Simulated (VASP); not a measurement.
Crystal: W.

```
CELL_PARAMETERS angstrom
-1.58234 1.58234 1.58234
1.58234 -1.58234 1.58234
1.58234 1.58234 -1.58234
ATOMIC_POSITIONS crystal
W 0.00000 0.00000 0.00000
```

| Quantity | Value |
| --- | --- |
| Program | VASP 6.6.1 |
| Task | relaxation of cell and atoms |
| Functional | PBE |
| Potentials or basis | VASP PAW PBE potentials, release 64 (W_sv) |
| Cutoff | 520 eV |
| k mesh | 19 × 19 × 19 |
| Occupations | gaussian, width 0.1 eV |
| Spin | no spin polarisation |

At the start: pressure 6.0 GPa; volume 15.85 Å³/atom.

**Question.** How do energy, volume and symmetry change on relaxing?

**Answer.** Over 4 steps the energy falls by 5.6 meV/atom and the volume is 16.15 Å³/atom (+1.9 %); space group Im-3m (No. 229, to 0.05 Å).

Step by step:
| step | energy change (eV) | largest force (eV/Å) | pressure (GPa) | volume (Å³) |
| --- | --- | --- | --- | --- |
| 1 | 0.0000 | 0.0000 | 6.01 | 15.85 |
| 2 | 0.0571 | 0.0000 | -17.22 | 17.25 |
| 3 | -0.0056 | 0.0000 | -0.13 | 16.16 |
| 4 | -0.0056 | 0.0000 | -0.03 | 16.15 |

Final structure:
```yaml
crystal:
  lattice:
    - [-1.59248, 1.59248, 1.59248]
    - [1.59248, -1.59248, 1.59248]
    - [1.59248, 1.59248, -1.59248]
  atoms:
    - { symbol: W, position: [0.00000, 0.00000, 0.00000] }
```
